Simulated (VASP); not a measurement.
Input of a VASP 6.6.1 run:

The input INCAR:

```
SYSTEM = HfN
PREC = Accurate ; ENCUT = 500
EDIFF = 1E-7 ; ISMEAR = 0
SIGMA = 0.02 ; LREAL = .FALSE.
LASPH = .TRUE. ; NELM = 80
ALGO = Normal ; ISIF = 2
LWAVE = .FALSE. ; LCHARG = .FALSE.
GGA = PE ; NBANDS = 16
```

KPOINTS

```
regular mesh
0
G
  4 4 4
  0 0 0
```

File POSCAR:

```
HfN
1.0
    0.0000000000      2.4548220000      2.4548220000
    2.4548220000      0.0000000000      2.4548220000
    2.4548220000      2.4548220000      0.0000000000
Hf N
1 1
Direct
    0.0000000000      0.0000000000      0.0000000000
    0.2500000000      0.2500000000      0.2500000000
```

Potentials or basis: VASP PAW PBE potentials, release 64 (Hf_sv_GW, N_GW).

Command:

```bash
$ cat potpaw_PBE.64/Hf_sv_GW/POTCAR potpaw_PBE.64/N_GW/POTCAR > POTCAR
$ mpirun -np 1 vasp_std > vasp.out
```

Q: Predict the band gap on the k mesh.

A: None (metal or under the smearing width).

Q: Predict the pressure.

A: 1.3 GPa.

Caveat: the k mesh is coarse (spacing up to 0.55 Å⁻¹), so the values aren't converged; the cutoff is under 1.25 times the usual one of these potentials, so pressure, stress and relaxed cells hold a basis-set (Pulay) error. Spin-orbit coupling is left out, which matters for the levels of Hf.
